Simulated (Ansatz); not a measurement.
GeO₂:
```
GeO2
1.0
    4.41246     0.00000     0.00000
    0.00000     4.41246     0.00000
    0.00000     0.00000     2.87074
Ge O
2 4
Direct
  0.50000   0.50000   0.50000
  0.00000   0.00000   0.00000
  0.69397   0.69397   0.00000
  0.30603   0.30603   0.00000
  0.80603   0.19397   0.50000
  0.19397   0.80603   0.50000
```

Relaxed with r²SCAN. Special points in fractions of this cell's reciprocal vectors: Γ (0.000, 0.000, 0.000); X (0.000, 0.500, 0.000); M (0.500, 0.500, 0.000); Z (0.000, 0.000, 0.500); R (0.000, 0.500, 0.500); A (0.500, 0.500, 0.500).

Problem. List the band energies nearest the valence-band maximum at these points for the program Ansatz at the r²SCAN level (PAW).

Solution. In eV from the valence-band maximum; about four levels below and three above (degenerate sets whole), none deeper than 8.9 eV; points with the same levels are listed once.

```
k                         below                  above
-  ----------------------------  ---------------------
Γ  -1.99 -1.99 -0.82 -0.82 0.00    2.49 6.67 7.89 7.89
X       -1.78 -1.78 -0.83 -0.83    5.63 5.63 8.61 8.61
M       -2.09 -2.09 -1.54 -1.54    5.71 5.71 9.34 9.34
Z       -2.34 -2.34 -1.93 -1.93  6.99 6.99 12.28 12.28
R       -1.44 -1.44 -1.36 -1.36    7.20 7.20 9.42 9.42
A       -1.36 -1.36 -1.21 -1.21  5.42 5.42 10.80 10.80
```

Space group P4_2/mnm (rutile). The cell was relaxed with r²SCAN under the symmetry of its start. Spin–orbit coupling is left out wherever it is not named.

Potentials: the earlier of the program's two PAW sets.
